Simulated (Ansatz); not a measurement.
# CdTe: the cost of one run

Computed with Ansatz 0.2.0 (DFT PBE, scalar-relativistic, plane waves, PAW, unless a step's input says otherwise).

The COD entry's cell or inner coordinates are ideal or old and differ from later refinements, so a difference from it is no clean test against experiment.

## 1. Starting point

The structure is cubic, space group F-43m (No. 216). Conventional cell: a = 6.410 Å, b = 6.410 Å, c = 6.410 Å, α = 90.00°, β = 90.00°, γ = 90.00°. Cd (site symmetry -43m) is surrounded by 4 Te at 2.78 Å. Te (site symmetry -43m) is surrounded by 4 Cd at 2.78 Å.

Structure file:

```cif
data_structure
_symmetry_space_group_name_H-M 'F-43m'
_symmetry_Int_Tables_number 216
_cell_length_a 6.4100
_cell_length_b 6.4100
_cell_length_c 6.4100
_cell_angle_alpha 90.000
_cell_angle_beta 90.000
_cell_angle_gamma 90.000
_cell_volume 263.37
loop_
_atom_site_label
_atom_site_type_symbol
_atom_site_symmetry_multiplicity
_atom_site_Wyckoff_symbol
_atom_site_fract_x
_atom_site_fract_y
_atom_site_fract_z
_atom_site_occupancy
Cd1 Cd 4 a 0.00000 0.00000 0.00000 1
Te1 Te 4 c 0.25000 0.75000 0.75000 1
```

The runs take a perfect supercell of 54 atoms; the defect goes to fractional position (0.083, 0.083, 0.083).

## 2. The perfect supercell

The input, input.yaml:

```yaml
crystal:
  lattice:
    - [0.0, 9.615, 9.615]
    - [9.615, 0.0, 9.615]
    - [9.615, 9.615, 0.0]
  atoms:
    - { symbol: Cd, position: [0.0, 0.0, 0.0] }
    - { symbol: Cd, position: [0.0, 0.0, 0.333333] }
    - { symbol: Cd, position: [0.0, 0.0, 0.666667] }
    - { symbol: Cd, position: [0.0, 0.333333, 0.0] }
    - { symbol: Cd, position: [0.0, 0.333333, 0.333333] }
    - { symbol: Cd, position: [0.0, 0.333333, 0.666667] }
    - { symbol: Cd, position: [0.0, 0.666667, 0.0] }
    - { symbol: Cd, position: [0.0, 0.666667, 0.333333] }
    - { symbol: Cd, position: [0.0, 0.666667, 0.666667] }
    - { symbol: Cd, position: [0.333333, 0.0, 0.0] }
    - { symbol: Cd, position: [0.333333, 0.0, 0.333333] }
    - { symbol: Cd, position: [0.333333, 0.0, 0.666667] }
    - { symbol: Cd, position: [0.333333, 0.333333, 0.0] }
    - { symbol: Cd, position: [0.333333, 0.333333, 0.333333] }
    - { symbol: Cd, position: [0.333333, 0.333333, 0.666667] }
    - { symbol: Cd, position: [0.333333, 0.666667, 0.0] }
    - { symbol: Cd, position: [0.333333, 0.666667, 0.333333] }
    - { symbol: Cd, position: [0.333333, 0.666667, 0.666667] }
    - { symbol: Cd, position: [0.666667, 0.0, 0.0] }
    - { symbol: Cd, position: [0.666667, 0.0, 0.333333] }
    - { symbol: Cd, position: [0.666667, 0.0, 0.666667] }
    - { symbol: Cd, position: [0.666667, 0.333333, 0.0] }
    - { symbol: Cd, position: [0.666667, 0.333333, 0.333333] }
    - { symbol: Cd, position: [0.666667, 0.333333, 0.666667] }
    - { symbol: Cd, position: [0.666667, 0.666667, 0.0] }
    - { symbol: Cd, position: [0.666667, 0.666667, 0.333333] }
    - { symbol: Cd, position: [0.666667, 0.666667, 0.666667] }
    - { symbol: Te, position: [0.083333, 0.083333, 0.083333] }
    - { symbol: Te, position: [0.083333, 0.083333, 0.416667] }
    - { symbol: Te, position: [0.083333, 0.083333, 0.75] }
    - { symbol: Te, position: [0.083333, 0.416667, 0.083333] }
    - { symbol: Te, position: [0.083333, 0.416667, 0.416667] }
    - { symbol: Te, position: [0.083333, 0.416667, 0.75] }
    - { symbol: Te, position: [0.083333, 0.75, 0.083333] }
    - { symbol: Te, position: [0.083333, 0.75, 0.416667] }
    - { symbol: Te, position: [0.083333, 0.75, 0.75] }
    - { symbol: Te, position: [0.416667, 0.083333, 0.083333] }
    - { symbol: Te, position: [0.416667, 0.083333, 0.416667] }
    - { symbol: Te, position: [0.416667, 0.083333, 0.75] }
    - { symbol: Te, position: [0.416667, 0.416667, 0.083333] }
    - { symbol: Te, position: [0.416667, 0.416667, 0.416667] }
    - { symbol: Te, position: [0.416667, 0.416667, 0.75] }
    - { symbol: Te, position: [0.416667, 0.75, 0.083333] }
    - { symbol: Te, position: [0.416667, 0.75, 0.416667] }
    - { symbol: Te, position: [0.416667, 0.75, 0.75] }
    - { symbol: Te, position: [0.75, 0.083333, 0.083333] }
    - { symbol: Te, position: [0.75, 0.083333, 0.416667] }
    - { symbol: Te, position: [0.75, 0.083333, 0.75] }
    - { symbol: Te, position: [0.75, 0.416667, 0.083333] }
    - { symbol: Te, position: [0.75, 0.416667, 0.416667] }
    - { symbol: Te, position: [0.75, 0.416667, 0.75] }
    - { symbol: Te, position: [0.75, 0.75, 0.083333] }
    - { symbol: Te, position: [0.75, 0.75, 0.416667] }
    - { symbol: Te, position: [0.75, 0.75, 0.75] }
basis:
  ecutwfc: 420
  fft_grid_basis: typed
kpoints:
  mp_grid: { grid: [1, 1, 1] }
hamiltonian:
  xc: pbe
  pseudopotentials: { kind: paw }
scf:
  occupations: { method: gaussian, width: 0.05 }
output:
  forces: true
  stress: false
  eigenvalues: true
  bader: false
  write_density: true
  volumetric_format: npy
```

The run is started by

```sh
$ ansatz run input.yaml --threads 8 --pin off --max-ram 16384MiB --backend cpu --events-out ev --progress --plain --runs-dir out
```

**Question.** How long does this run take on 8 threads of Arm Neoverse N1, shared host, and how much memory does it need?

About 27 s, with a peak of 2.9 GiB.
